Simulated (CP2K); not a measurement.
**CdTe under changes of volume**

One of the cells (32.922 Å³/atom); the others are scaled copies at fixed shape and fractional positions:

```xyz
2
Lattice="4.5326 0.0000 0.0000 2.2663 3.9253 0.0000 2.2663 1.3084 3.7008" Properties=species:S:1:pos:R:3 pbc="T T T"
Te    6.7988    3.9253    2.7756
Cd    0.0000    0.0000    0.0000
```

```yaml
Program: CP2K 2026.2
Functional: LDA
Potentials_or_basis: GTH_POTENTIALS Te GTH-PADE-q6, Cd GTH-PADE-q12; TZVP-MOLOPT-PBE-GTH basis
Density_cutoff: 6123 eV
k_mesh: 7 × 7 × 7
Occupations: fermi-dirac, width 0.0259 eV
Spin: no spin polarisation
```

| volume (Å³/atom) | energy over the lowest point (meV/atom) | pressure (GPa) | gap on the mesh (eV) |
| --- | --- | --- | --- |
| 30.947 | 27.18 | 4.0 | 0.85 |
| 31.605 | 13.34 | 2.7 | 0.78 |
| 32.263 | 4.53 | 1.6 | 0.71 |
| 32.922 | 0.25 | 0.5 | 0.65 |
| 33.580 | 0.00 | -0.4 | 0.59 |
| 34.239 | 3.31 | -1.2 | 0.53 |
| 34.897 | ? | ? | ? |

What does the run at 34.897 Å³/atom give?

Energy over the lowest point 9.84 meV/atom; pressure -1.9 GPa; gap on the mesh 0.47 eV.

Worked out: A Birch-Murnaghan fit of order 3 (a polynomial in V^(-2/3)) to the other rows has its minimum at 33.29 Å³/atom with B0 = V·E''(V) = 46 GPa and B' = 4.8. It gives 9.82 meV/atom at 34.897 Å³/atom, against the run's 9.84, and -dE/dV = -1.9 GPa, against -1.9. A straight line through the other rows of the gap, of slope -3.15 eV per unit of ln V (its deformation potential), extrapolates to 0.47 eV, against the run's 0.47.

Energies are extrapolated to zero smearing.

Caveats: spin-orbit coupling is left out, which moves the levels of the heavy elements; the basis of atomic orbitals isn't converged, which shifts pressures, moduli and gaps.
